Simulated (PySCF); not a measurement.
Match the calculated data to a structure.

All candidates are C4H6.

| technique | computed result |
| --- | --- |
| 1H NMR | chemical shifts (computed TMS as zero) by class: 6.65 (1 H), 2.20 (3 H), 1.04 (2 H) ppm [GIAO PBE0/pcSseg-1] |
| Couplings | largest of the computed one-bond spin–spin couplings (means over like bonds): 13C–1H +238.2, 13C–1H +172.3 (×2), 13C–1H +135.7 (×3), 13C–13C +69.3, 13C–13C +62.1, 13C–13C +12.7, 13C–13C +11.5 Hz [B3LYP/pcJ-1, spin–dipole term left out] |
| Dipole | 0.94 D [PBE0/pcSseg-1] |
| Rotational structure | rotational constants A, B, C: 20.714, 6.375, 5.204 GHz [PBE0-D3(BJ)/def2-SVP] |
| 13C NMR | chemical shifts (computed TMS as zero) by class: 125.1 (1 C), 107.7 (1 C), 14.6 (1 C), 9.8 (1 C) ppm [GIAO PBE0/pcSseg-1] |

Gas-phase values; electronic properties from PySCF, density fitting. Levels stand in brackets. Geometry: PBE0-D3(BJ)/def2-SVP; no solvent, vibrations or thermal averaging. NMR values are class means; diastereotopic atoms form classes of their own.

Task: Which candidate is it?
A. `C1[C@H]2C[C@@H]12`
B. `C=C=CC`
C. `CC1=CC1`

Result: C. It is `CC1=CC1`. Numbering: `[CH3:1][C:2]1=[CH:3][CH2:4]1`. Its formula, C4H6, gives 2 degrees of unsaturation: 1 ring and 1 π bond in the structure found. 4 carbons fall into 4 classes; from least to most shielded: fully substituted alkene carbon [C2] (125.1 ppm), alkene CH carbon [C3] (107.7 ppm), allylic carbon [C1] (14.6 ppm), allylic carbon [C4] (9.8 ppm). Hydrogen classes from least to most shielded: 1 H on an alkene CH carbon, C3 (6.65 ppm), 3 H on an allylic carbon, C1 (2.20 ppm), 2 H on an allylic carbon, C4 (1.04 ppm). The couplings run between: +238.2 Hz, alkene CH carbon [C3] and its hydrogen; +172.3 Hz, allylic carbon [C4] and its hydrogen (with 1 like pair); +135.7 Hz, allylic carbon [C1] and its hydrogen (with 2 like pairs); +69.3 Hz, fully substituted alkene carbon [C2] and alkene CH carbon [C3]; +62.1 Hz, allylic carbon [C1] and fully substituted alkene carbon [C2]; +12.7 Hz, alkene CH carbon [C3] and allylic carbon [C4]; +11.5 Hz, fully substituted alkene carbon [C2] and allylic carbon [C4]. The optimised geometry has point group Cs and is an asymmetric top.

The others, at the same levels:
- `C1[C@H]2C[C@@H]12` fails: it has 2 carbon classes against 4; its computed 13C shifts are 30.4 (2 C), -2.4 (2 C) ppm, 1H shifts are 1.41 (2 H), 1.24 (2 H), 0.40 (2 H) ppm and rotational constant A is 17.436 GHz (against 20.714 GHz).
- `C=C=CC` fails: its computed 13C shifts are 224.0 (1 C), 91.2 (1 C), 78.8 (1 C), 16.8 (1 C) ppm, 1H shifts are 5.23 (1 H), 4.89 (2 H), 1.71 (3 H) ppm and rotational constant A is 34.686 GHz (against 20.714 GHz).
